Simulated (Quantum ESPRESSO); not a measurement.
# PbS (Galena) (Fm-3m) in Quantum ESPRESSO: a series of runs, part 2 of 2

Quantum ESPRESSO 7.5. The steps go on from the part before.

## 4. Relaxation of cell and atoms, PBE, target pressure 5 GPa, at which the enthalpy is minimised

The input, pw.in:

```
&CONTROL
  calculation = 'vc-relax'
  prefix = 'pwscf'
  outdir = './tmp'
  pseudo_dir = './pseudo'
  tprnfor = .true.
  tstress = .true.
  disk_io = 'low'
  nstep = 40
  forc_conv_thr = 0.0004
  etot_conv_thr = 1d-05
/
&SYSTEM
  ibrav = 0
  nat = 2
  ntyp = 2
  ecutwfc = 63
  ecutrho = 506
  nbnd = 16
  occupations = 'smearing'
  smearing = 'fd'
  degauss = 0.00367493
/
&ELECTRONS
  conv_thr = 4d-10
  electron_maxstep = 120
  mixing_beta = 0.5
/
&IONS
  ion_dynamics = 'bfgs'
/
&CELL
  cell_dynamics = 'bfgs'
  press = 50
  press_conv_thr = 0.3
/
ATOMIC_SPECIES
Pb   207.2000 Pb.pbe-dn-kjpaw_psl.0.2.2.UPF
S     32.0600 s_pbe_v1.4.uspp.F.UPF
CELL_PARAMETERS angstrom
   0.0000000000    2.9657500000    2.9657500000
   2.9657500000    0.0000000000    2.9657500000
   2.9657500000    2.9657500000    0.0000000000
ATOMIC_POSITIONS angstrom
Pb     0.0000000000    0.0000000000    0.0000000000
S      2.9657500000    2.9657500000    2.9657500000
K_POINTS automatic
8 8 8 0 0 0
```

Potentials or basis: SSSP 1.3 efficiency PBE.

On the command line:

```console
$ OMP_NUM_THREADS=1 pw.x -in pw.in > pw.out
```

pw.out:

```text
This program is part of the open-source Quantum ESPRESSO suite
     for quantum simulation of materials; please cite
         "P. Giannozzi et al., J. Phys.:Condens. Matter 21 395502 (2009);
         "P. Giannozzi et al., J. Phys.:Condens. Matter 29 465901 (2017);
         "P. Giannozzi et al., J. Chem. Phys. 152 154105 (2020);
     in publications or presentations arising from this work. More details at

     file Pb.pbe-dn-kjpaw_psl.0.2.2.UPF: wavefunction(s)  6S renormalized
     Message from routine setup:
     using ibrav=0 with symmetry is DISCOURAGED, use correct ibrav instead

     G-vector sticks info
     --------------------
     sticks:   dense  smooth     PW     G-vecs:    dense   smooth      PW
     Sum        2197    1075    313                67529    23589    3839

     Using Slab Decomposition

     bravais-lattice index     =            0
     lattice parameter (alat)  =       7.9259  a.u.
     unit-cell volume          =     352.0710 (a.u.)^3
     number of atoms/cell      =            2
     number of atomic types    =            2
     number of electrons       =        20.00
     number of Kohn-Sham states=           16
     kinetic-energy cutoff     =      63.0000  Ry
     charge density cutoff     =     506.0000  Ry
     scf convergence threshold =      4.0E-10
     mixing beta               =       0.5000
     number of iterations used =            8  plain     mixing
     energy convergence thresh.=      1.0E-05
     force convergence thresh. =      4.0E-04
     press convergence thresh. =      3.0E-01
     Exchange-correlation=  SLA  PW   PBX  PBC
                           (   1   4   3   4   0   0   0)
     nstep                     =           40

     celldm(1)=   7.925897  celldm(2)=   0.000000  celldm(3)=   0.000000
     celldm(4)=   0.000000  celldm(5)=   0.000000  celldm(6)=   0.000000

     crystal axes: (cart. coord. in units of alat)
               a(1) = (   0.000000   0.707107   0.707107 )
               a(2) = (   0.707107   0.000000   0.707107 )
               a(3) = (   0.707107   0.707107   0.000000 )

     reciprocal axes: (cart. coord. in units 2 pi/alat)
               b(1) = ( -0.707107  0.707107  0.707107 )
               b(2) = (  0.707107 -0.707107  0.707107 )
               b(3) = (  0.707107  0.707107 -0.707107 )

     PseudoPot. # 1 for Pb read from file:
     Pb.pbe-dn-kjpaw_psl.0.2.2.UPF
     Pseudo is Projector augmented-wave + core cor, Zval = 14.0
     Generated using "atomic" code by A. Dal Corso  v.5.0.99 svn rev. 10869
     Shape of augmentation charge: PSQ
     Using radial grid of 1281 points,  6 beta functions with:
                l(1) =   0
                l(2) =   0
                l(3) =   1
                l(4) =   1
                l(5) =   2
                l(6) =   2
     Q(r) pseudized with 0 coefficients

     PseudoPot. # 2 for S  read from file:
     s_pbe_v1.4.uspp.F.UPF
     Pseudo is Ultrasoft + core correction, Zval =  6.0
     Generated by new atomic code, or converted to UPF format
     Using radial grid of  907 points,  6 beta functions with:
                l(1) =   0
                l(2) =   0
                l(3) =   1
                l(4) =   1
                l(5) =   2
                l(6) =   2
     Q(r) pseudized with  8 coefficients,  rinner =    1.300   1.300   1.300
                                                       1.300   1.300

     atomic species   valence    mass     pseudopotential
     Pb               14.00   207.20000     Pb( 1.00)
     S                 6.00    32.06000     S ( 1.00)

     48 Sym. Ops., with inversion, found

   Cartesian axes

     site n.     atom                  positions (alat units)
         1        Pb     tau(   1) = (   0.0000000   0.0000000   0.0000000  )
         2        S      tau(   2) = (   0.7071068   0.7071068   0.7071068  )

     number of k points=    29  Fermi-Dirac smearing, width (Ry)=  0.0037
                       cart. coord. in units 2pi/alat
        k(    1) = (   0.0000000   0.0000000   0.0000000), wk =   0.0039062
        k(    2) = (   0.0883883   0.0883883  -0.0883883), wk =   0.0312500
        k(    3) = (   0.1767767   0.1767767  -0.1767767), wk =   0.0312500
        k(    4) = (   0.2651650   0.2651650  -0.2651650), wk =   0.0312500
        k(    5) = (  -0.3535534  -0.3535534   0.3535534), wk =   0.0156250
        k(    6) = (   0.1767767   0.0000000   0.0000000), wk =   0.0234375
[... 21 lines left out ...]
        k(   28) = (  -0.7071068   0.1767767  -0.0000000), wk =   0.0468750
        k(   29) = (  -0.7071068   0.3535534   0.0000000), wk =   0.0234375

     Dense  grid:    67529 G-vectors     FFT dimensions: (  60,  60,  60)

     Smooth grid:    23589 G-vectors     FFT dimensions: (  45,  45,  45)

     Initial potential from superposition of free atoms

     starting charge      19.9976, renormalised to      20.0000
     Starting wfcs are   13 randomized atomic wfcs +    3 random wfcs

     Self-consistent Calculation

     iteration #  1     ecut=    63.00 Ry     beta= 0.50
     Davidson diagonalization with overlap
     ethr =  1.00E-02,  avg # of iterations =  6.2

     Threshold (ethr) on eigenvalues was too large:
     Diagonalizing with lowered threshold

     Davidson diagonalization with overlap
     ethr =  6.82E-04,  avg # of iterations =  2.7

     total energy              =    -894.68628611 Ry
     estimated scf accuracy    <       0.13341860 Ry
[... 61 lines left out ...]
     iteration # 10     ecut=    63.00 Ry     beta= 0.50
     Davidson diagonalization with overlap
     ethr =  8.16E-12,  avg # of iterations =  4.8

     End of self-consistent calculation

          k = 0.0000 0.0000 0.0000 (  2975 PWs)   bands (ev):

    -8.2166  -8.2166  -8.2166  -8.1994  -8.1994  -4.9790   2.5748   6.4565
     6.4565   6.4565  13.8284  13.8284  13.8284  15.3245  15.3245  15.3245
[... 128 lines left out ...]
    -8.2868  -8.2083  -8.1995  -8.1917  -8.1659  -3.4209   0.4087   4.3903
     5.2331   7.5705  10.5122  12.5503  13.1685  16.7772  16.8447  19.5780

          k =-0.7071 0.1768-0.0000 (  2964 PWs)   bands (ev):

    -8.3334  -8.2300  -8.1840  -8.1691  -8.1559  -3.2867   0.9918   3.6308
     4.8583   6.2174  12.6069  12.7189  13.9212  14.9876  19.1074  20.2346

          k =-0.7071 0.3536 0.0000 (  2996 PWs)   bands (ev):

    -8.3094  -8.2002  -8.2002  -8.1980  -8.1559  -3.2661   0.6647   4.1921
     4.1921   7.5930  10.8042  13.2968  13.2968  16.7813  16.7813  20.5746

     the Fermi energy is     8.8014 ev

!    total energy              =    -894.73335036 Ry
     estimated scf accuracy    <          2.0E-10 Ry
     smearing contrib. (-TS)   =      -0.00001284 Ry
     internal energy E=F+TS    =    -894.73333752 Ry

     The total energy is F=E-TS. E is the sum of the following terms:
     one-electron contribution =     -33.94585855 Ry
     hartree contribution      =      31.67932556 Ry
     xc contribution           =     -52.79713140 Ry
     ewald contribution        =    -111.22964404 Ry
     one-center paw contrib.   =    -728.44002909 Ry

     convergence has been achieved in  10 iterations

     Forces acting on atoms (cartesian axes, Ry/au):

     atom    1 type  1   force =     0.00000000    0.00000000   -0.00000000
     atom    2 type  2   force =    -0.00000000   -0.00000000    0.00000000

     Total force =     0.000000     Total SCF correction =     0.000000

     Computing stress (Cartesian axis) and pressure

          total   stress  (Ry/bohr**3)                   (kbar)     P=       22.29
   0.00015154  -0.00000000  -0.00000000           22.29       -0.00       -0.00
  -0.00000000   0.00015154  -0.00000000           -0.00       22.29       -0.00
  -0.00000000  -0.00000000   0.00015154           -0.00       -0.00       22.29

     BFGS Geometry Optimization
     Energy error            =      9.5E-04 Ry
     Gradient error          =      4.5E-33 Ry/Bohr
     Cell gradient error     =      2.8E+01 kbar

     number of scf cycles    =   1
     number of bfgs steps    =   0

     enthalpy           new  =    -894.6136838698 Ry

     new trust radius        =       0.0176704345 bohr
     new conv_thr            =       0.0000000004 Ry

     new unit-cell volume =    347.12095 a.u.^3 (    51.43802 Ang^3 )
     density =      7.72387 g/cm^3

CELL_PARAMETERS (angstrom)
  -0.000000000   2.951785137   2.951785137
   2.951785137  -0.000000000   2.951785137
   2.951785137   2.951785137  -0.000000000

ATOMIC_POSITIONS (angstrom)
Pb               0.0000000000        0.0000000000       -0.0000000000
S                2.9517851375        2.9517851375        2.9517851375

     NEW-OLD atomic charge density approx. for the potential
     New effective cutoffs (rho, wfc):  510.06   63.57

     Self-consistent Calculation

[... 72 further cycles ...]
     iteration #  5     ecut=    63.00 Ry     beta= 0.50
     Davidson diagonalization with overlap
     ethr =  1.67E-07,  avg # of iterations =  7.1

     total energy              =    -894.72991412 Ry
     estimated scf accuracy    <       0.00002329 Ry
[... 57 lines left out ...]
     iteration # 14     ecut=    63.00 Ry     beta= 0.50
     Davidson diagonalization with overlap
     ethr =  8.08E-13,  avg # of iterations =  2.8

     End of self-consistent calculation

          k = 0.0000 0.0000 0.0000 (  2837 PWs)   bands (ev):

    -7.6257  -7.6257  -7.6257  -7.6096  -7.6096  -4.6946   3.3164   6.9135
     6.9135   6.9135  14.6159  14.6159  14.6159  15.8785  15.8785  15.8785
[... 138 lines left out ...]
    -7.7469  -7.6088  -7.6069  -7.6069  -7.5545  -2.8028   1.1683   4.5331
     4.5331   8.1735  11.4421  13.9629  13.9629  17.5205  17.5205  21.3405

     the Fermi energy is     9.4383 ev

!    total energy              =    -894.72991451 Ry
     estimated scf accuracy    <          2.7E-12 Ry
     smearing contrib. (-TS)   =      -0.00003863 Ry
     internal energy E=F+TS    =    -894.72987587 Ry

     The total energy is F=E-TS. E is the sum of the following terms:
     one-electron contribution =     -31.63508117 Ry
     hartree contribution      =      30.93967510 Ry
     xc contribution           =     -52.83889272 Ry
     ewald contribution        =    -112.75312458 Ry
     one-center paw contrib.   =    -728.44245251 Ry

     convergence has been achieved in  14 iterations

     Forces acting on atoms (cartesian axes, Ry/au):

     atom    1 type  1   force =     0.00000000    0.00000000    0.00000000
     atom    2 type  2   force =     0.00000000    0.00000000    0.00000000

     Total force =     0.000000     Total SCF correction =     0.000000

     Computing stress (Cartesian axis) and pressure

          total   stress  (Ry/bohr**3)                   (kbar)     P=       49.87
   0.00033901   0.00000000   0.00000000           49.87        0.00        0.00
   0.00000000   0.00033901   0.00000000            0.00       49.87        0.00
   0.00000000   0.00000000   0.00033901            0.00        0.00       49.87

=------------------------------------------------------------------------------=
   JOB DONE.
=------------------------------------------------------------------------------=
```

Run time: 4.2 min. Hardware: 1 thread of Intel Xeon 6975P-C (Granite Rapids), shared host; peak memory 0.3 GiB.

What came out:

```
Free energy                                            : -12173.4206 eV
Relaxed volume                                         : 25.04 Å³/atom
Relaxed cell                                           : a = 4.138 Å, b = 4.138 Å, c = 4.138 Å, α = 60.00°, β = 60.00°, γ = 60.00°
Space group after relaxing (to 0.05 Å)                 : Fm-3m (No. 225)
Energy change on relaxing (the enthalpy is what falls) : +23.2 meV/atom
Ionic steps                                            : 5
Pressure after relaxing                                : 5.0 GPa
Band gap on the k mesh                                 : 0.21 eV, direct
```

The path:
```tsv
step	energy change (eV)	largest force (eV/Å)	pressure (GPa)	volume (Å³)
1	0.0000	0.0000	2.23	52.17
2	0.0123	0.0000	3.14	51.44
3	0.0385	0.0000	4.62	50.35
4	0.0468	0.0000	5.01	50.08
5	0.0465	0.0000	5.00	50.09
```

Final structure:
```yaml
crystal:
  lattice:
    - [0.00000, 2.92568, 2.92568]
    - [2.92568, 0.00000, 2.92568]
    - [2.92568, 2.92568, 0.00000]
  atoms:
    - { symbol: Pb, position: [0.00000, 0.00000, 0.00000] }
    - { symbol: S, position: [0.50000, 0.50000, 0.50000] }
```

Caveat: spin-orbit coupling is left out, which as a rule narrows the gap of such compounds by several tenths of an eV. A k mesh can miss the band edges.

## 5. Overview

```tsv
cell	gap on the mesh (eV)	pressure (GPa)
relaxed to 0.3 kbar	0.50	0.0
relaxed to 2 GPa	0.39	2.0
relaxed to 5 GPa	0.21	5.0
```

Alike in all rows: task relaxation of cell and atoms; level PBE; potentials or basis SSSP 1.3 efficiency PBE; no spin polarisation; k mesh 8 × 8 × 8; cutoff (eV) 857; smearing fermi-dirac 0.05 eV.

Caveats: spin-orbit coupling is left out, which as a rule narrows the gap of such compounds by several tenths of an eV.

Absolute energies hang on the potentials; compare differences alone.
